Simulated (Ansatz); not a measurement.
Level of theory: DFT, PBE, plane waves (420 eV) with PAW, scalar-relativistic in Ansatz.

An element in the omega (AlB2-type) structure gives this curve. The cell is scaled uniformly from the relaxed one, with fractional coordinates and shape fixed. Energies are extrapolated to zero smearing, pressures are those at the given smearing. Magnetic state: spin not included.

```json
{"V (Å³/atom)": "24.319", "E − E₀ (meV/atom)": "85.2", "P (GPa)": "9.72"}
{"V (Å³/atom)": "25.424", "E − E₀ (meV/atom)": "33.3", "P (GPa)": "5.64"}
{"V (Å³/atom)": "26.530", "E − E₀ (meV/atom)": "6.6", "P (GPa)": "2.39"}
{"V (Å³/atom)": "27.635", "E − E₀ (meV/atom)": "0.1", "P (GPa)": "-0.19"}
{"V (Å³/atom)": "28.741", "E − E₀ (meV/atom)": "9.6", "P (GPa)": "-2.25"}
{"V (Å³/atom)": "29.846", "E − E₀ (meV/atom)": "31.8", "P (GPa)": "-3.88"}
{"V (Å³/atom)": "30.951", "E − E₀ (meV/atom)": "64.0", "P (GPa)": "-5.18"}
```

Q: Which element is it?
A. antimony
B. cadmium
C. scandium
D. bismuth

A: A. Its fit is V₀ = 27.49 Å³/atom, B₀ = 59 GPa, B₀′ = 4.7.
